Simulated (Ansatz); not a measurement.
## AlCu in Ansatz: the effect of target pressure

Crystal: AlCu.

```xyz
2
Lattice="2.9975 0.0000 0.0000 0.0000 2.9975 0.0000 0.0000 0.0000 2.9975" Properties=species:S:1:pos:R:3 pbc="T T T"
Cu    1.4988    1.4988    1.4988
Al    0.0000    0.0000    0.0000
```

The cell comes from a database or a generator and needn't be the stable form of this composition.

Alike in all runs:

- Program: Ansatz 0.2.0
- Task: relaxation of cell and atoms
- Functional: PBEsol
- Potentials or basis: Ansatz PAW
- Cutoff: 420 eV (not typed: the program's choice for these potentials)
- k mesh: 9 × 9 × 9
- Occupations: fermi-dirac, width 0.05 eV
- Spin: no spin polarisation

Each run relaxes the cell or the atoms first.

| target pressure | relaxed volume (Å³/atom) |
| --- | --- |
| 0 GPa | 12.93 |
| 2 GPa | ? |
| 5 GPa | 12.47 |
| 10 GPa | 12.09 |
| 20 GPa | 11.49 |
| 30 GPa | 11.01 |

**Question.** What does the run with target pressure 2 GPa give?

**Answer.** Relaxed volume 12.74 Å³/atom.

Worked out: In Murnaghan's law V^(-B') rises as a straight line in P. The other rows fit best with B' = 4.3, V0 = 12.93 Å³/atom and B0 = 130 GPa, which gives 12.73 Å³/atom at 2 GPa, against the run's 12.74.

Caveats: the plane-wave basis is chosen anew once the cell has moved, so the energies of steps on either side of that aren't comparable; the PAW data sets come from PBE, with cores solved anew for the run's functional, which leaves a small shift of forces and pressure; the volume moved by over 15 % at a fixed basis, so the end points are rough (some runs).
